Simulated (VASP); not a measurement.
The system is GaAs.

```
CELL_PARAMETERS angstrom
0.00000 2.82685 2.82685
2.82685 0.00000 2.82685
2.82685 2.82685 0.00000
ATOMIC_POSITIONS crystal
As 0.75000 0.75000 0.75000
Ga 0.00000 0.00000 0.00000
```

```yaml
Program: VASP 6.6.1
Task: relaxation of cell and atoms
Functional: PBE-EpsX
Potentials_or_basis: VASP PAW PBE potentials, release 64 (As, Ga_d)
Cutoff: 600 eV
k_mesh: 4 × 4 × 4
Occupations: fermi-dirac, width 0.05 eV
Spin: no spin polarisation
```

At the start: pressure 3.4 GPa; volume 22.59 Å³/atom.

How do energy, volume and symmetry change on relaxing?

Over 3 steps the energy falls by 10.8 meV/atom and the volume is 23.69 Å³/atom (+4.9 %); space group F-43m (No. 216, to 0.05 Å).

Step by step:
| step | energy change (eV) | largest force (eV/Å) | pressure (GPa) | volume (Å³) |
| --- | --- | --- | --- | --- |
| 1 | 0.0000 | 0.0000 | 3.37 | 45.18 |
| 2 | -0.0182 | 0.0000 | -1.13 | 48.35 |
| 3 | -0.0216 | 0.0000 | 0.08 | 47.38 |

Final structure:
```cif
data_structure
_symmetry_space_group_name_H-M 'P 1'
_symmetry_Int_Tables_number 1
_cell_length_a 4.0615
_cell_length_b 4.0615
_cell_length_c 4.0615
_cell_angle_alpha 60.000
_cell_angle_beta 60.000
_cell_angle_gamma 60.000
_cell_volume 47.38
loop_
_atom_site_label
_atom_site_type_symbol
_atom_site_fract_x
_atom_site_fract_y
_atom_site_fract_z
_atom_site_occupancy
As1 As 0.75000 0.75000 0.75000 1
Ga1 Ga 0.00000 0.00000 0.00000 1
```

Caveat: the k mesh is coarse (spacing up to 0.48 Å⁻¹), so the values aren't converged, least of all with exact exchange; the PAW data sets were made with another functional, which shifts forces and pressure a little.
